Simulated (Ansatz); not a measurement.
**TiO: a fit and a missing row**

TiO, Pm-3m, a = 4.059 Å. This isn't the usual stable structure of the compound. Ansatz: r2SCAN, PAW, 500 eV, Γ-centred 10×10×10 mesh on 6 atoms, Gaussian smearing 0.10 eV; collinear spin, largest moment 0.2 μB. Symmetry fixes shape and atoms, so the cell is only scaled; pressure is positive in compression.

```tsv
V (Å³/atom)	P (GPa)
9.805	36.77
10.139	25.25
10.473	15.55
10.808	7.18
11.142	0.03
11.476	-6.09
11.811	?
12.256	-17.14
```

Take V0 = 11.142 Å³/atom, count pressures from its P0 = 0.03 GPa, fit the third-order Birch–Murnaghan form to the other rows, and predict the missing pressure.

With the Eulerian strain f = ½[(V0/V)^(2/3) − 1] and y = (P − P0)/[3f(1 + 2f)^(5/2)], the form is the line y = B0 + 1.5 B0 (B0′ − 4) f. Rows (f, y): 0.04448, 222.5; 0.03245, 221.4; 0.02107, 221.5; 0.01025, 221.0; -0.00975, 219.8; -0.03078, 218.0. Means f = 0.01129, y = 220.70; Σ(Δf)² = 0.003859, ΣΔfΔy = 0.2146; the slope is their ratio. y = 220.1 + 55.61 f GPa, so B0 = 220.1 GPa and B0′ = 4 + 2 × (55.61)/(3 × 220.1) = 4.17. At V = 11.811, f = -0.01906, y = 219.04 and P = -11.34 GPa. The run gave -11.33 GPa, so the fit is 0.01 GPa too low, within the rms miss on the fitted rows (0.03 GPa). Note that the largest moment runs from 0.06 to 0.32 μB along the series.

The largest moment runs from 0.06 to 0.32 μB along the series, so B0 and B0′ hold the change of the moment too.

The state reached may not be the lowest one.